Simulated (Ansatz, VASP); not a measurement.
BeTe: VASP beside Ansatz

```
Be Te
1.0
     0.00000    2.83146    2.83146
     2.83146    0.00000    2.83146
     2.83146    2.83146    0.00000
Be Te
1 1
Cartesian
  0.0000 0.0000 0.0000
  4.2472 4.2472 4.2472
```

The cell comes from a database or a generator and needn't be the stable form of this composition.

Alike in both runs: task relaxation of cell and atoms; functional PBE; dispersion D3(BJ); k mesh 8 × 8 × 8; occupations gaussian, width 0.02 eV; no spin polarisation.

|  | VASP | Ansatz |
| --- | --- | --- |
| version | VASP 6.6.1 | Ansatz 0.2.0 |
| potentials or method | VASP PAW PBE potentials, release 64 (Be, Te) | scalar-relativistic, plane waves, PAW |
| plane-wave cutoff (eV) | 600 | 420 |
| valence electrons in the cell | 8 | 18 |

```tsv
	VASP	Ansatz	Ansatz less VASP
gap on the k mesh at the Fermi level, each at its own relaxed structure (eV)	1.91	1.92	+0.012
relaxed volume (Å³/atom)	21.79	21.76	-0.028
relaxed cell length with the largest relative difference (Å)	3.950	3.948	-0.0017
energy change over the relaxation (meV/atom)	-7	-8	-0.8
```

The two sets of potentials don't hold the same shells in valence.

Caveats: spin-orbit coupling is left out, which moves the levels of the heavy elements. PBE gaps usually lie below the measured ones, often by a third to a half. A k mesh can miss the band edges.
